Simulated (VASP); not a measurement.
# NaH (Fm-3m) in VASP: single point with PBE

Aim: the single point of NaH with PBE.

Program: VASP 6.6.1. These are calculated values, not measurements. Logs are shortened: lines on timing, memory, paths and dates and some standing lists are left out, and cuts for length are marked.

## Step 1: The crystal as given

The structure is cubic, space group Fm-3m (No. 225). Conventional cell: a = 4.773 Å, b = 4.773 Å, c = 4.773 Å, α = 90.00°, β = 90.00°, γ = 90.00°. Na (site symmetry m-3m) is surrounded by 6 H at 2.39 Å. Around H (site symmetry m-3m) lie 6 Na at 2.39 Å.

The cell is a database's computed one.

## Step 2: Single point, PBE

Contents of INCAR:

```
SYSTEM = NaH
ALGO = Normal
EDIFF = 1E-6
ENCUT = 520
GGA = PE
ISIF = 2
ISMEAR = 0
LASPH = .True.
LCHARG = .False.
LREAL = .False.
LWAVE = .False.
NBANDS = 11
NELM = 100
PREC = Accurate
SIGMA = 0.1
```

Contents of KPOINTS:

```
k-points
0
Gamma
  6 6 6
  0 0 0
```

Contents of POSCAR:

```
NaH
1.0
    0.0000000000      2.3864220000      2.3864220000
    2.3864220000      0.0000000000      2.3864220000
    2.3864220000      2.3864220000      0.0000000000
Na H
1 1
Direct
    0.0000000000      0.0000000000      0.0000000000
    0.5000000000      0.5000000000      0.5000000000
```

Potentials or basis: VASP PAW PBE potentials, release 64 (Na_pv, H).

Started as:

```sh
cat potpaw_PBE.64/Na_pv/POTCAR potpaw_PBE.64/H/POTCAR > POTCAR
mpirun -np 1 vasp_std > vasp.out
```

OUTCAR:

```text
SYSTEM = NaH
   EDIFF = 1E-6
   ENCUT = 520
   GGA = PE
   ISIF = 2
   ISMEAR = 0
   LASPH = .True.
   LREAL = .False.
   NELM = 100
   PREC = Accurate

 ion  position               nearest neighbor table
   1  0.000  0.000  0.000-
   2  0.500  0.500  0.500-

  LATTYP: Found a face centered cubic cell.
 ALAT       =     4.7728440000

  Lattice vectors:

 A1 = (   0.0000000000,   2.3864220000,   2.3864220000)
 A2 = (   2.3864220000,   0.0000000000,   2.3864220000)
 A3 = (   2.3864220000,   2.3864220000,   0.0000000000)

Analysis of symmetry for initial positions (statically):
=====================================================================
 Subroutine PRICEL returns:
 Original cell was already a primitive cell.

 Routine SETGRP: Setting up the symmetry group for a
 face centered cubic supercell.

 Subroutine GETGRP returns: Found 48 space group operations
 (whereof 48 operations were pure point group operations)
 out of a pool of 48 trial point group operations.

The static configuration has the point symmetry O_h .

Analysis of symmetry for dynamics (positions and initial velocities):
=====================================================================
 Subroutine PRICEL returns:
 Original cell was already a primitive cell.

 Routine SETGRP: Setting up the symmetry group for a
 face centered cubic supercell.

 Subroutine GETGRP returns: Found 48 space group operations
 (whereof 48 operations were pure point group operations)
 out of a pool of 48 trial point group operations.

The dynamic configuration has the point symmetry O_h .

 Subroutine INISYM returns: Found 48 space group operations
 (whereof 48 operations are pure point group operations),
 and found     1 'primitive' translations

----------------------------------------------------------------------------------------

                                     Primitive cell

  volume of cell :      27.1814

  direct lattice vectors                    reciprocal lattice vectors
     0.000000000  2.386422000  2.386422000    -0.209518685  0.209518685  0.209518685
     2.386422000  0.000000000  2.386422000     0.209518685 -0.209518685  0.209518685
     2.386422000  2.386422000  0.000000000     0.209518685  0.209518685 -0.209518685

  length of vectors
     3.374910358  3.374910358  3.374910358     0.362897008  0.362897008  0.362897008

  position of ions in fractional coordinates (direct lattice)
     0.000000000  0.000000000  0.000000000
     0.500000000  0.500000000  0.500000000

  ion indices of the primitive-cell ions
   primitive index   ion index
                 1           1
                 2           2

----------------------------------------------------------------------------------------

 KPOINTS: k-points

Automatic generation of k-mesh.
 Grid dimensions read from file:
 generate k-points for:    6    6    6

 Generating k-lattice:

  Cartesian coordinates                     Fractional coordinates (reciprocal lattice)
    -0.034919781  0.034919781  0.034919781     0.166666667  0.000000000  0.000000000
     0.034919781 -0.034919781  0.034919781     0.000000000  0.166666667  0.000000000
     0.034919781  0.034919781 -0.034919781     0.000000000  0.000000000  0.166666667

  Length of vectors
     0.060482835  0.060482835  0.060482835

  Shift w.r.t. Gamma in fractional coordinates (k-lattice)
     0.000000000  0.000000000  0.000000000

 Subroutine IBZKPT returns following result:
 ===========================================

 Found     16 irreducible k-points:

 Following reciprocal coordinates:
            Coordinates               Weight
  0.000000  0.000000  0.000000      1.000000
  0.166667  0.000000  0.000000      8.000000
  0.333333  0.000000  0.000000      8.000000
  0.500000  0.000000  0.000000      4.000000
  0.166667  0.166667  0.000000      6.000000
  0.333333  0.166667  0.000000     24.000000
[... 8 lines left out ...]
 -0.333333  0.333333  0.166667     24.000000
 -0.333333  0.500000  0.166667     12.000000
   k-points           NKPTS =     16   k-points in BZ     NKDIM =     16   number of bands    NBANDS=     11
   number of dos      NEDOS =    301   number of ions     NIONS =      2
   total plane-waves  NPLWV =  21952
   dimension x,y,z NGX =    28 NGY =   28 NGZ =   28
   dimension x,y,z NGXF=    56 NGYF=   56 NGZF=   56
   ions per type =               1   1
   NGX,Y,Z   is equivalent  to a cutoff of  13.79, 13.79, 13.79 a.u.
   NGXF,Y,Z  is equivalent  to a cutoff of  27.59, 27.59, 27.59 a.u.
 SYSTEM =  NaH
   PREC   = accura    normal or accurate (medium, high low for compatibility)
   ISTART =      0    job   : 0-new  1-cont  2-samecut
   ICHARG =      2    charge: 1-file 2-atom 10-const
   ISPIN  =      1    spin polarized calculation?
   LNONCOLLINEAR =      F non collinear calculations
   LSORBIT =      F    spin-orbit coupling
   LASPH  =      T    aspherical Exc in radial PAW
   ENCUT  =  520.0 eV  38.22 Ry    6.18 a.u.   6.28  6.28  6.28*2*pi/ulx,y,z
   NELM   =    100;   NELMIN=  2; NELMDL= -5     # of ELM steps
   EDIFF  = 0.1E-05   stopping-criterion for ELM
   LREAL  =      F    real-space projection
   EDIFFG = 0.1E-04   stopping-criterion for IOM
   NSW    =      0    number of steps for IOM
   IBRION =     -1    ionic relax: 0-MD 1-quasi-New 2-CG
   NFREE  =      0    steps in history (QN), initial steepest desc. (CG)
   ISIF   =      2    stress and relaxation
   ISYM   =      2    0-nonsym 1-usesym 2-fastsym
   POTIM  = 0.5000    time-step for ionic-motion
   TEBEG  =    0.0;   TEEND  =   0.0 temperature during run
   PSTRESS=    0.0 pullay stress
   NELECT =       8.0000    total number of electrons
   NUPDOWN=      -1.0000    fix difference up-down
   EMIN   =  10.00;   EMAX   =-10.00  energy-range for DOS
   EFERMI =   0.00;   METHOD = LEGACY
   ISMEAR =     0;   SIGMA  =   0.10  broadening in eV -4-tet -1-fermi 0-gaus
   EFERMI_NEDOS =   21; number of points for ismear=-14 and -15
   IALGO  =     38    algorithm
   IMIX   =      4    mixing-type and parameters
     AMIX     =   0.40;   BMIX     =  1.00
     AMIX_MAG =   1.60;   BMIX_MAG =  1.00
  volume/ion in A,a.u.               =      13.59        91.71
  Fermi-wavevector in a.u.,A,eV,Ry     =   1.088966  2.057847 16.134422  1.185847
  Thomas-Fermi vector in A             =   2.225159
   LORBIT       =      0    0 simple, 1 ext, 2 COOP (PROOUT), +10 PAW based schemes
   GGA     = PE    functional components
   LHFCALC =     F    Hartree Fock is set to
   AEXX    =    0.0000 exact exchange contribution
   IVDW    =     0    specifies the selected vdW correction
   LEPSILON=     F    determine dielectric tensor
   LRPA    =     F    only Hartree local field effects (RPA)
 non-spin polarized calculation
 Gauss-broadening in eV      SIGMA  =   0.10
  energy-cutoff  :      520.00
  volume of cell :       27.18
 maximum number of plane-waves:       754
 NGX is ok and might be reduce to    28
   NGX = 13   NGY = 13   NGZ = 13

 number of electron       7.9999992 magnetization

 Free energy of the ion-electron system (eV)
  ---------------------------------------------------
  ext. energy  EPLUGINS =         0.00000000
  ---------------------------------------------------
  free energy    TOTEN  =        -5.08454928 eV

  energy without entropy =       -5.08454928  energy(sigma->0) =       -5.08454928

 E-fermi :  -0.5858     XC(G=0):  -7.8958

 val. band max:       -1.0409048078   @ k =  -0.3333   0.5000   0.1667
 cond. band min:       2.8302435212   @ k =   0.5000   0.0000   0.0000
 fundamental gap:      3.8711483290
 Fermi energy:        -0.5857768076

 k-point     1 :       0.0000    0.0000    0.0000
  band No.  band energies     occupation
      1     -23.0305      2.00000
      2     -23.0305      2.00000
      3     -23.0305      2.00000
      4      -4.7162      2.00000
      5       9.7579      0.00000
      6      14.8891      0.00000
      7      14.8891      0.00000
      8      14.8891      0.00000
      9      15.8398      0.00000
     10      15.8398      0.00000
     11      15.8398      0.00000

 k-point     2 :       0.1667    0.0000    0.0000
  band No.  band energies     occupation
      1     -23.0575      2.00000
      2     -23.0337      2.00000
      3     -23.0337      2.00000
      4      -4.2291      2.00000
      5       8.1190      0.00000
      6      11.6049      0.00000
      7      13.7825      0.00000
      8      13.7825      0.00000
      9      17.0452      0.00000
     10      17.0452      0.00000
     11      17.4200      0.00000

 k-point     3 :       0.3333    0.0000    0.0000
  band No.  band energies     occupation
      1     -23.1106      2.00000
      2     -23.0400      2.00000
      3     -23.0400      2.00000
      4      -2.9291      2.00000
      5       4.7144      0.00000
      6      10.3478      0.00000
      7      12.9135      0.00000
      8      12.9135      0.00000
      9      16.2833      0.00000
     10      16.2833      0.00000
     11      18.5588      0.00000

 k-point     4 :       0.5000    0.0000    0.0000
  band No.  band energies     occupation
      1     -23.1368      2.00000
      2     -23.0432      2.00000
      3     -23.0432      2.00000
      4      -1.8671      2.00000
      5       2.8302      0.00000
      6      10.0478      0.00000
      7      12.6237      0.00000
      8      12.6237      0.00000
      9      15.7851      0.00000
     10      15.7851      0.00000
     11      18.3879      0.00000

 k-point     5 :       0.1667    0.1667    0.0000
  band No.  band energies     occupation
      1     -23.0565      2.00000
      2     -23.0394      2.00000
      3     -23.0394      2.00000
      4      -4.0739      2.00000
      5       8.0808      0.00000
      6      12.0567      0.00000
      7      12.2526      0.00000
      8      12.2526      0.00000
      9      15.8922      0.00000
     10      18.0161      0.00000
     11      19.8528      0.00000
[... 99 lines left out ...]
 k-point    13 :       0.5000    0.5000    0.0000
  band No.  band energies     occupation
      1     -23.1250      2.00000
      2     -23.0664      2.00000
      3     -23.0664      2.00000
      4      -1.1783      2.00000
      5       3.7193      0.00000
      6       9.1795      0.00000
      7       9.9136      0.00000
      8       9.9136      0.00000
      9      11.1642      0.00000
     10      23.3415      0.00000
     11      25.1049      0.00000

 k-point    14 :       0.5000    0.3333    0.1667
  band No.  band energies     occupation
      1     -23.1076      2.00000
      2     -23.0705      2.00000
      3     -23.0521      2.00000
      4      -2.0051      2.00000
      5       4.9110      0.00000
      6       6.8979      0.00000
      7       9.9178      0.00000
      8      14.8551      0.00000
      9      14.9102      0.00000
     10      17.3163      0.00000
     11      21.2865      0.00000

 k-point    15 :      -0.3333    0.3333    0.1667
  band No.  band energies     occupation
      1     -23.1102      2.00000
      2     -23.0826      2.00000
      3     -23.0580      2.00000
      4      -1.2585      2.00000
      5       4.2029      0.00000
      6       6.0074      0.00000
      7       9.0729      0.00000
      8      14.8551      0.00000
      9      16.0348      0.00000
     10      18.5112      0.00000
     11      20.4543      0.00000

 k-point    16 :      -0.3333    0.5000    0.1667
  band No.  band energies     occupation
      1     -23.1103      2.00000
      2     -23.0810      2.00000
      3     -23.0681      2.00000
      4      -1.0409      2.00000
      5       4.3455      0.00000
      6       6.2529      0.00000
      7       7.9513      0.00000
      8      14.2663      0.00000
      9      14.4882      0.00000
     10      20.2649      0.00000
     11      20.3853      0.00000

------------------------ aborting loop because EDIFF is reached ----------------------------------------

  FORCE on cell =-STRESS in cart. coord.  units (eV):
  Direction    XX          YY          ZZ          XY          YZ          ZX
  --------------------------------------------------------------------------------------
  -------------------------------------------------------------------------------------
  Total        0.1514202      0.1514202      0.1514202     -0.0000000      0.0000000      0.0000000
  in kB        8.9252949      8.9252949      8.9252949     -0.0000000      0.0000000      0.0000000
  external PRESSURE =       8.9252949 kB  Pullay stress =       0.0000000 kB

 VOLUME and BASIS-vectors are now :
 -----------------------------------------------------------------------------
  energy-cutoff  :      520.00
  volume of cell :       27.18
      direct lattice vectors                 reciprocal lattice vectors
     0.000000000  2.386422000  2.386422000    -0.209518685  0.209518685  0.209518685
     2.386422000  0.000000000  2.386422000     0.209518685 -0.209518685  0.209518685
     2.386422000  2.386422000  0.000000000     0.209518685  0.209518685 -0.209518685

 POSITION                                       TOTAL-FORCE (eV/Angst)
 -----------------------------------------------------------------------------------
      0.00000      0.00000      0.00000        -0.000000     -0.000000     -0.000000
      2.38642      2.38642      2.38642         0.000000      0.000000      0.000000
 -----------------------------------------------------------------------------------
    total drift:                               -0.000000      0.000000      0.000000

  FREE ENERGIE OF THE ION-ELECTRON SYSTEM (eV)
  ---------------------------------------------------
  free  energy   TOTEN  =        -5.0845492788 eV

  energy  without entropy=       -5.0845492788  energy(sigma->0) =       -5.08454928
```

It took 4.8 s on 1 thread of AMD EPYC 9R45 (Zen 5), shared host; peak memory 0.11 GiB.

What came out:

```
Free energy            : -5.0845 eV
Pressure               : 0.9 GPa
Band gap on the k mesh : 3.87 eV, indirect (least direct gap 4.70 eV)
```

A k mesh can miss the band edges.
